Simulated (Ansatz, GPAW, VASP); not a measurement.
TePb: programs and potentials compared

```
Pb Te
1.0
     0.00000    3.23100    3.23100
     3.23100    0.00000    3.23100
     3.23100    3.23100    0.00000
Pb Te
1 1
Cartesian
  0.0000 0.0000 0.0000
  3.2310 3.2310 3.2310
```

Alike in all runs: task single point; functional PBE; k mesh 7 × 7 × 7; occupations gaussian, width 0.017 eV; no spin polarisation; no spin-orbit coupling. Pressure is positive in compression and, in plane waves, holds the error of the finite cutoff, which Ansatz's Pulay term estimates and takes out.

| program and potentials | plane-wave cutoff (eV) | notes | pressure (GPa) |
| --- | --- | --- | --- |
| Ansatz, Ansatz PAW | 420 | 15 valence electrons an atom on average; Pulay term of +0.02 GPa included | 2.11 |
| VASP, PBE PAW files Pb_d, Te, 520 eV | 520 | 10 valence electrons an atom on average | ? |
| GPAW, GPAW PAW data sets (gpaw-data 1.2.1) | 600 | 10 valence electrons an atom on average | 1.83 |
| Ansatz, all-electron LAPW, scalar-relativistic | - | - | 2.12 |

Q: Estimate from the other rows what the run with VASP, PBE PAW files Pb_d, Te, 520 eV gave.

A: Pressure 2.05 GPa. The other rows, which needn't bracket it: pressure 1.83 to 2.12.
